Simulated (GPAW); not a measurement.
Crystal: CuO.

```xyz
4
Lattice="3.1755 0.0000 0.0000 0.0000 3.1755 0.0000 0.0000 0.0000 4.6495" Properties=species:S:1:pos:R:3 pbc="T T T"
Cu    0.0000    0.0000    0.0000
Cu    1.5877    1.5877    0.0000
O     1.5877    0.0000    1.2414
O     0.0000    1.5877    3.4081
```

The cell was built by a generator and needn't be a form met in nature.

| Quantity | Value |
| --- | --- |
| Program | GPAW 26.7.0 |
| Task | relaxation of cell and atoms |
| Functional | PBEsol |
| Dispersion | D3 |
| Potentials or basis | PAW data sets generated in the run's folder for this functional |
| Cutoff | 800 eV |
| Basis | pw |
| k mesh | 6 × 6 × 4 |
| Occupations | fermi-dirac, width 0.05 eV |
| Spin | no spin polarisation |

At the start: pressure 9.6 GPa; volume 11.72 Å³/atom.

Problem. Where does the relaxation end?

Solution. Over 22 steps the energy falls by 695.0 meV/atom and the volume is 11.04 Å³/atom (-5.8 %); space group P4/nmm (No. 129, to 0.05 Å).

Step by step:
| step | energy change (eV) | largest force (eV/Å) | pressure (GPa) | volume (Å³) |
| --- | --- | --- | --- | --- |
| 1 | 0.0000 | 1.0253 | 9.61 | 46.88 |
| 2 | -0.1170 | 0.9321 | 9.08 | 47.24 |
| 3 | -0.8740 | 0.5900 | 4.62 | 50.49 |
| 4 | -1.3535 | 0.5868 | -0.69 | 53.92 |
| 5 | -1.5954 | 0.9741 | -6.62 | 57.42 |
| 6 | -1.7688 | 1.5690 | -11.56 | 60.22 |
| 7 | -1.7275 | 1.1741 | -18.02 | 63.19 |
| 8 | -1.9790 | 1.4367 | -12.64 | 60.41 |
| 9 | -2.1594 | 1.2645 | -8.98 | 58.57 |
| 10 | -2.5101 | 0.4128 | 1.61 | 54.09 |
| 11 | -2.6205 | 0.1493 | -0.40 | 53.61 |
| 12 | -2.6674 | 0.0210 | -1.96 | 52.78 |
| 13 | -2.6964 | 0.0039 | -2.24 | 51.39 |
| 14 | -2.7375 | 0.0022 | -3.11 | 49.04 |
| 15 | -2.7567 | 0.1514 | -3.98 | 46.61 |
| 16 | -2.7642 | 0.1265 | -1.95 | 46.15 |
| 17 | -2.7647 | 0.1256 | -0.61 | 45.67 |
| 18 | -2.7654 | 0.1109 | -0.37 | 45.68 |
| 19 | -2.7686 | 0.0743 | 0.45 | 45.37 |
| 20 | -2.7747 | 0.0208 | 1.29 | 44.69 |
| 21 | -2.7784 | 0.0040 | 1.00 | 44.16 |
| 22 | -2.7800 | 0.0097 | 0.11 | 44.15 |

Final structure:
```
Cu O
1.0
     3.84438    0.00000    0.00000
     0.00000    3.84438    0.00000
     0.00000    0.00000    2.98706
Cu O
2 2
Direct
  0.00000 0.00000 0.00000
  0.50000 0.50000 0.00000
  0.50000 0.00000 0.95734
  0.00000 0.50000 0.04266
```

Caveat: with this Cu data set, volumes or pressures lay over 1.5 % or 2 GPa off other programs in two to four cells of ten; later steps reuse the first step's grids; the run has no spin polarisation, though such a crystal can be magnetic; pairwise dispersion overbinds metals, which lowers pressure and volume.
